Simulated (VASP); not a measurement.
VASP inputs for GaP (zincblende)

INCAR

```
ISMEAR = 0
IBRION = -1
LSORBIT = .TRUE.
NBANDS = 29
LCHARG = .FALSE.
NELM = 120
GGA_COMPAT = .FALSE.
LREAL = .FALSE.
EDIFF = 1E-7
GGA = PE
SIGMA = 0.01
MAGMOM = 0.0 0.0 0.0 0.0 0.0 0.0
LASPH = .TRUE.
PREC = Accurate
LWAVE = .FALSE.
ISIF = 2
NSW = 0
ENCUT = 520
```

KPOINTS

```
KPOINTS created by Atomic Simulation Environment
0
Gamma
8 8 8
0 0 0
```

KPOINTS_OPT

```
special points
7
Reciprocal
0.0000000000 0.0000000000 0.0000000000 1
0.5000000000 0.0000000000 0.5000000000 1
0.5000000000 0.2500000000 0.7500000000 1
0.3750000000 0.3750000000 0.7500000000 1
0.5000000000 0.5000000000 0.5000000000 1
0.6250000000 0.2500000000 0.6250000000 1
0.4500000000 0.0000000000 0.4500000000 1
```

POSCAR

```
Ga P
 1.0000000000000000
    -0.0000000000000000    2.7253992941285432    2.7253992941285432
     2.7253992941285432    0.0000000000000000    2.7253992941285432
     2.7253992941285432    2.7253992941285432    0.0000000000000000
 Ga  P
   1   1
Cartesian
  0.0000000000000000 -0.0000000000000000 -0.0000000000000000
  1.3626996470642714  1.3626996470642714  1.3626996470642714
```

VASP ran with the recommended PBE PAW datasets (18 valence electrons in the cell).

Q: Estimate the main results of this run.

A: gap between bands v and c 1.58 eV; least direct gap 1.80 eV.

Band v is the last that the valence electrons fill when counted band by band, and c is the next. Levels in eV from the top of v:

```tsv
point	v−2	v	c	c+2
Γ	0.00	0.00	1.80	3.75
X	-2.72	-2.70	1.63	1.79
W	-3.59	-3.42	4.68	4.82
K	-3.95	-2.28	2.16	4.77
L	-1.18	-1.11	1.64	4.66
```
